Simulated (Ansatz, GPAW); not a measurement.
# Pt: programs and potentials compared

```xyz
1
Lattice="0.0000 1.9609 1.9609 1.9609 0.0000 1.9609 1.9609 1.9609 0.0000" Properties=species:S:1:pos:R:3 pbc="T T T"
Pt    0.0000    0.0000    0.0000
```

Alike in all runs: task band structure; functional revPBE; k mesh 12 × 12 × 12; occupations fermi-dirac, width 0.05 eV; no spin polarisation; no spin-orbit coupling. Pressure is positive in compression and, in plane waves, holds the error of the finite cutoff, which Ansatz's Pulay term estimates and takes out.

| program and potentials | plane-wave cutoff (eV) | notes | pressure (GPa) |
| --- | --- | --- | --- |
| Ansatz, Ansatz PAW | 420 | potentials made for PBE, which Ansatz adapts in part; 18 valence electrons an atom on average; Pulay term of +0.08 GPa included | 13.32 |
| Ansatz, all-electron LAPW, scalar-relativistic | - | - | ? |
| GPAW, the program's PAW data sets (release 1.2.1) made for this functional | 600 | 16 valence electrons an atom on average | 13.20 |

Question: Estimate from the other rows what the run with Ansatz, all-electron LAPW, scalar-relativistic gave.

Answer: Pressure 13.27 GPa. The other rows, which needn't bracket it: pressure 13.20 to 13.32.
